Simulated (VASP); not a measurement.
# Zr (P6_3/mmc) in VASP: notebook

One crystal, Zr, is run at these levels: PBEsol, PBE+D3(BJ), r2SCAN; tasks: relaxation of cell and atoms.

All numbers are computed with VASP 6.6.1; they aren't measurements. Logs are shortened: lines on timing, memory, paths and dates and some standing lists are left out, and cuts for length are marked.

## 1. The structure

Symmetry: P6_3/mmc, No. 194, hexagonal system. The conventional cell has a = 3.186 Å, b = 3.186 Å, c = 5.115 Å, α = 90.00°, β = 90.00°, γ = 120.00°. Zr (site symmetry -6m2) is surrounded by 12 Zr at 3.15 to 3.19 Å.

## 2. Relaxation of cell and atoms, PBEsol

File INCAR:

```
SYSTEM = Zr
ALGO     = Normal         ! electronic algorithm
EDIFF    = 1E-7           ! SCF threshold, eV
EDIFFG   = -0.005         ! ionic threshold
ENCUT    = 600            ! plane-wave cutoff, eV
GGA      = PS             ! functional
IBRION   = 2              ! ionic algorithm
ISIF     = 3              ! what is computed and relaxed
ISMEAR   = 1              ! smearing method
LASPH    = .TRUE.         ! aspherical terms in the spheres
LCHARG   = .FALSE.        ! write CHGCAR
LREAL    = .FALSE.        ! projectors in reciprocal space
LWAVE    = .FALSE.        ! write WAVECAR
NELM     = 80             ! most SCF steps
NSW      = 90             ! ionic steps
PREC     = Accurate       ! precision mode
SIGMA    = 0.1            ! smearing width, eV
```

File KPOINTS:

```
k-points
0
G
  15 15 9
  0 0 0
```

File POSCAR:

```
Zr                                      
1.0
    3.1863786467      0.0000000000      0.0000000000
   -1.5931893233      2.7594848541      0.0000000000
    0.0000000000      0.0000000000      5.1148348941
  Zr            
     2
Direct
     0.3333333332999970    0.6666666667000030    0.2500000000000000
     0.6666666667000030    0.3333333332999970    0.7500000000000000
```

Potentials or basis: VASP PAW PBE potentials, release 64 (Zr_sv).

On the command line:

```
> cat potpaw_PBE.64/Zr_sv/POTCAR > POTCAR
> mpirun -np 1 vasp_std > vasp.out
```

OUTCAR:

```text
SYSTEM = Zr
   EDIFF = 1E-7
   EDIFFG = -0.005
   ENCUT = 600
   GGA = PS
   IBRION = 2
   ISIF = 3
   ISMEAR = 1
   LASPH = .TRUE.
   LREAL = .FALSE.
   NELM = 80
   NSW = 90
   PREC = Accurate

 ion  position               nearest neighbor table
   1  0.333  0.667  0.250-   2 3.15   2 3.15   2 3.15   2 3.15   2 3.15   2 3.15
   2  0.667  0.333  0.750-   1 3.15   1 3.15   1 3.15   1 3.15   1 3.15   1 3.15

  LATTYP: Found a hexagonal cell.
 ALAT       =     3.1863786467
 C/A-ratio  =     1.6052187958

  Lattice vectors:

 A1 = (   3.1863786467,   0.0000000000,   0.0000000000)
 A2 = (  -1.5931893233,   2.7594848541,   0.0000000000)
 A3 = (   0.0000000000,   0.0000000000,   5.1148348941)

Analysis of symmetry for initial positions (statically):
=====================================================================
 Subroutine PRICEL returns:
 Original cell was already a primitive cell.

 Routine SETGRP: Setting up the symmetry group for a
 hexagonal supercell.

 Subroutine GETGRP returns: Found 24 space group operations
 (whereof 12 operations were pure point group operations)
 out of a pool of 24 trial point group operations.

The static configuration has the point symmetry D_3d.
 The point group associated with its full space group is D_6h.

Analysis of symmetry for dynamics (positions and initial velocities):
=====================================================================
 Subroutine PRICEL returns:
 Original cell was already a primitive cell.

 Routine SETGRP: Setting up the symmetry group for a
 hexagonal supercell.

 Subroutine GETGRP returns: Found 24 space group operations
 (whereof 12 operations were pure point group operations)
 out of a pool of 24 trial point group operations.

The dynamic configuration has the point symmetry D_3d.
 The point group associated with its full space group is D_6h.

 Subroutine INISYM returns: Found 24 space group operations
 (whereof 12 operations are pure point group operations),
 and found     1 'primitive' translations

----------------------------------------------------------------------------------------

                                     Primitive cell

  volume of cell :      44.9735

  direct lattice vectors                    reciprocal lattice vectors
     3.186378647  0.000000000  0.000000000     0.313835897  0.181193239  0.000000000
    -1.593189323  2.759484854  0.000000000     0.000000000  0.362386479  0.000000000
     0.000000000  0.000000000  5.114834894     0.000000000  0.000000000  0.195509732

  length of vectors
     3.186378647  3.186378647  5.114834894     0.362386479  0.362386479  0.195509732

  position of ions in fractional coordinates (direct lattice)
     0.333333333  0.666666667  0.250000000
     0.666666667  0.333333333  0.750000000

  ion indices of the primitive-cell ions
   primitive index   ion index
                 1           1
                 2           2

----------------------------------------------------------------------------------------

 KPOINTS: k-points

Automatic generation of k-mesh.
 Grid dimensions read from file:
 generate k-points for:   15   15    9

 Generating k-lattice:

  Cartesian coordinates                     Fractional coordinates (reciprocal lattice)
     0.020922393  0.012079549  0.000000000     0.066666667 -0.000000000  0.000000000
     0.000000000  0.024159099  0.000000000     0.000000000  0.066666667  0.000000000
     0.000000000  0.000000000  0.021723304     0.000000000  0.000000000  0.111111111

  Length of vectors
     0.024159099  0.024159099  0.021723304

  Shift w.r.t. Gamma in fractional coordinates (k-lattice)
     0.000000000  0.000000000  0.000000000

 Subroutine IBZKPT returns following result:
 ===========================================

 Found    135 irreducible k-points:

 Following reciprocal coordinates:
            Coordinates               Weight
  0.000000  0.000000  0.000000      1.000000
  0.066667  0.000000  0.000000      6.000000
  0.133333 -0.000000  0.000000      6.000000
  0.200000 -0.000000  0.000000      6.000000
  0.266667 -0.000000  0.000000      6.000000
  0.333333 -0.000000  0.000000      6.000000
[... 16 lines left out ...]
  0.333333  0.200000  0.000000     12.000000
  0.400000  0.200000  0.000000      6.000000
 [... further k-points ...]
   k-points           NKPTS =    135   k-points in BZ     NKDIM =    135   number of bands    NBANDS=     16
   number of dos      NEDOS =    301   number of ions     NIONS =      2
   total plane-waves  NPLWV =  32928
   dimension x,y,z NGX =    28 NGY =   28 NGZ =   42
   dimension x,y,z NGXF=    56 NGYF=   56 NGZF=   84
   ions per type =               2
   NGX,Y,Z   is equivalent  to a cutoff of  14.61, 14.61, 13.65 a.u.
   NGXF,Y,Z  is equivalent  to a cutoff of  29.22, 29.22, 27.30 a.u.
 SYSTEM =  Zr
   PREC   = accura    normal or accurate (medium, high low for compatibility)
   ISTART =      0    job   : 0-new  1-cont  2-samecut
   ICHARG =      2    charge: 1-file 2-atom 10-const
   ISPIN  =      1    spin polarized calculation?
   LNONCOLLINEAR =      F non collinear calculations
   LSORBIT =      F    spin-orbit coupling
   LASPH  =      T    aspherical Exc in radial PAW
   ENCUT  =  600.0 eV  44.10 Ry    6.64 a.u.   6.36  6.36 10.22*2*pi/ulx,y,z
   NELM   =     80;   NELMIN=  2; NELMDL= -5     # of ELM steps
   EDIFF  = 0.1E-06   stopping-criterion for ELM
   LREAL  =      F    real-space projection
   EDIFFG = -.5E-02   stopping-criterion for IOM
   NSW    =     90    number of steps for IOM
   IBRION =      2    ionic relax: 0-MD 1-quasi-New 2-CG
   NFREE  =      1    steps in history (QN), initial steepest desc. (CG)
   ISIF   =      3    stress and relaxation
   ISYM   =      2    0-nonsym 1-usesym 2-fastsym
   POTIM  = 0.5000    time-step for ionic-motion
   TEBEG  =    0.0;   TEEND  =   0.0 temperature during run
   PSTRESS=    0.0 pullay stress
   NELECT =      24.0000    total number of electrons
   NUPDOWN=      -1.0000    fix difference up-down
   EMIN   =  10.00;   EMAX   =-10.00  energy-range for DOS
   EFERMI =   0.00;   METHOD = LEGACY
   ISMEAR =     1;   SIGMA  =   0.10  broadening in eV -4-tet -1-fermi 0-gaus
   EFERMI_NEDOS =   21; number of points for ismear=-14 and -15
   IALGO  =     38    algorithm
   IMIX   =      4    mixing-type and parameters
     AMIX     =   0.40;   BMIX     =  1.00
     AMIX_MAG =   1.60;   BMIX_MAG =  1.00
  volume/ion in A,a.u.               =      22.49       151.75
  Fermi-wavevector in a.u.,A,eV,Ry     =   1.327882  2.509334 23.990763  1.763271
  Thomas-Fermi vector in A             =   2.457161
   LORBIT       =      0    0 simple, 1 ext, 2 COOP (PROOUT), +10 PAW based schemes
   GGA     = PS    functional components
   LHFCALC =     F    Hartree Fock is set to
   AEXX    =    0.0000 exact exchange contribution
   IVDW    =     0    specifies the selected vdW correction
   LEPSILON=     F    determine dielectric tensor
   LRPA    =     F    only Hartree local field effects (RPA)
 conjugate gradient relaxation of ions
 non-spin polarized calculation
 Methfessel and Paxton  Order N= 1 SIGMA  =   0.10
  energy-cutoff  :      600.00
  volume of cell :       44.97
 maximum number of plane-waves:      1520
 NGX is ok and might be reduce to    28
   NGX = 13   NGY = 13   NGZ = 21

--------------------------------------- Ionic step        1  -------------------------------------------

 number of electron      24.0000000 magnetization

 Free energy of the ion-electron system (eV)
  ---------------------------------------------------
  ext. energy  EPLUGINS =         0.00000000
  ---------------------------------------------------
  free energy    TOTEN  =       -18.16433811 eV

  energy without entropy =      -18.16618424  energy(sigma->0) =      -18.16495349

------------------------ aborting loop because EDIFF is reached ----------------------------------------

  FORCE on cell =-STRESS in cart. coord.  units (eV):
  Direction    XX          YY          ZZ          XY          YZ          ZX
  --------------------------------------------------------------------------------------
  -------------------------------------------------------------------------------------
  Total        0.0128060      0.0128060      0.0061570      0.0000000      0.0000000      0.0000000
  in kB        0.4562134      0.4562134      0.2193411      0.0000000      0.0000000      0.0000000
  external PRESSURE =       0.3772560 kB  Pullay stress =       0.0000000 kB
[... 57 lines left out ...]
  energy  without entropy=      -18.1661866995  energy(sigma->0) =      -18.16495419

--------------------------------------- Ionic step        3  -------------------------------------------

 number of electron      24.0000000 magnetization

 Free energy of the ion-electron system (eV)
  ---------------------------------------------------
  ext. energy  EPLUGINS =         0.00000000
  ---------------------------------------------------
  free energy    TOTEN  =       -18.16433991 eV

  energy without entropy =      -18.16618737  energy(sigma->0) =      -18.16495573

 E-fermi :   9.2748     XC(G=0): -11.3606

 val. band max:        9.2707195125   @ k =   0.3333   0.3333   0.4444
 cond. band min:       9.2749581618   @ k =   0.2000   0.1333   0.4444
 fundamental gap:      0.0042386493
 Fermi energy:         9.2748441405

 k-point     1 :       0.0000    0.0000    0.0000
  band No.  band energies     occupation
      1     -39.4217      2.00000
      2     -39.2468      2.00000
      3     -18.0328      2.00000
      4     -17.0526      2.00000
      5     -17.0526      2.00000
      6     -16.9151      2.00000
[... 8 lines left out ...]
     15      10.8358     -0.00000
     16      10.8358     -0.00000
[... 420 lines left out ...]
  band No.  band energies     occupation
      1     -39.2432      2.00000
      2     -39.2077      2.00000
      3     -17.7708      2.00000
      4     -17.5872      2.00000
      5     -17.4710      2.00000
      6     -17.4390      2.00000
[... 8 lines left out ...]
     15      10.8947     -0.00000
     16      13.6113      0.00000

 [... further k-points ...]

------------------------ aborting loop because EDIFF is reached ----------------------------------------

  FORCE on cell =-STRESS in cart. coord.  units (eV):
  Direction    XX          YY          ZZ          XY          YZ          ZX
  --------------------------------------------------------------------------------------
  -------------------------------------------------------------------------------------
  Total        0.0011364      0.0011364     -0.0048706      0.0000000     -0.0000000     -0.0000000
  in kB        0.0404697      0.0404697     -0.1734465      0.0000000     -0.0000000     -0.0000000
  external PRESSURE =      -0.0308357 kB  Pullay stress =       0.0000000 kB
[... 17 lines left out ...]
  FREE ENERGIE OF THE ION-ELECTRON SYSTEM (eV)
  ---------------------------------------------------
  free  energy   TOTEN  =       -18.1643399086 eV

  energy  without entropy=      -18.1661873721  energy(sigma->0) =      -18.16495573

 reached required accuracy - stopping structural energy minimisation
```

It took 2 min on 1 thread of Intel Xeon Platinum 8488C (Sapphire Rapids), shared host; peak memory 0.25 GiB.

What came out:

| Property | Result |
| --- | --- |
| Free energy | -18.1643 eV |
| Relaxed volume | 22.50 Å³/atom |
| Relaxed cell | a = 3.187 Å, b = 3.187 Å, c = 5.115 Å, α = 90.00°, β = 90.00°, γ = 120.00° |
| Space group after relaxing (to 0.05 Å) | P6_3/mmc (No. 194) |
| Energy gained by relaxing | 0.0 meV/atom |
| Ionic steps | 3 |
| Pressure after relaxing | 0.0 GPa |
| Band gap on the k mesh | none (metal or under the smearing width) |

Final structure:
```cif
data_structure
_symmetry_space_group_name_H-M 'P 1'
_symmetry_Int_Tables_number 1
_cell_length_a 3.1869
_cell_length_b 3.1869
_cell_length_c 5.1152
_cell_angle_alpha 90.000
_cell_angle_beta 90.000
_cell_angle_gamma 120.000
_cell_volume 44.99
loop_
_atom_site_label
_atom_site_type_symbol
_atom_site_fract_x
_atom_site_fract_y
_atom_site_fract_z
_atom_site_occupancy
Zr1 Zr 0.33333 0.66667 0.25000 1
Zr2 Zr 0.66667 0.33333 0.75000 1
```

Caveat: the PAW data sets were made with another functional, which shifts forces and pressure a little.

(Part 1 of 2 ends here.)
